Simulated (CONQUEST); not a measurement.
RbCl under changes of volume

One of the cells (35.094 Å³/atom); the others are scaled copies at fixed shape and fractional positions:

```
Rb Cl
1.0
     4.63014    0.00000    0.00000
     0.00000    4.63014    0.00000
     0.00000    0.00000    6.54800
Rb Cl
2 2
Cartesian
  0.0000 0.0000 0.0000
  2.3151 2.3151 3.2740
  0.0000 0.0000 3.2740
  2.3151 2.3151 0.0000
```

```yaml
Program: CONQUEST 1.3
Functional: PBE
Potentials_or_basis: PseudoDojo NC PBE, DZP, grid of 48 × 48 × 64 points
k_mesh: 6 × 6 × 4
Occupations: fermi-dirac, width 0.05 eV
Spin: no spin polarisation
```

| volume (Å³/atom) | energy over the lowest point (meV/atom) | pressure (GPa) | gap on the mesh (eV) |
| --- | --- | --- | --- |
| 32.989 | ? | ? | ? |
| 33.690 | 21.24 | 2.1 | 5.23 |
| 34.392 | 13.31 | 1.5 | 5.15 |
| 35.094 | 7.54 | 1.1 | 5.09 |
| 35.796 | 3.47 | 0.7 | 5.02 |
| 36.498 | 1.08 | 0.4 | 4.95 |
| 37.200 | 0.00 | 0.1 | 4.89 |

Problem. What does the run at 32.989 Å³/atom give?

Solution. Energy over the lowest point 31.40 meV/atom; pressure 2.6 GPa; gap on the mesh 5.30 eV.

Worked out: A Birch-Murnaghan fit of order 3 (a polynomial in V^(-2/3)) to the other rows has its minimum at 37.47 Å³/atom, just outside them, with B0 = V·E''(V) = 13.6 GPa and B' = 6.8. It gives 31.53 meV/atom at 32.989 Å³/atom, against the run's 31.40, and -dE/dV = 2.7 GPa, against 2.6. A straight line through the other rows of the gap, of slope -3.42 eV per unit of ln V, extrapolates to 5.30 eV, against the run's 5.30.

Energies are extrapolated to zero smearing.

Caveats: the basis of atomic orbitals isn't converged, which shifts pressures, moduli and gaps; the real-space grid breaks the cell's symmetry a little (some runs).

A mesh can miss the band edges. Spin-orbit coupling on Rb is left out.
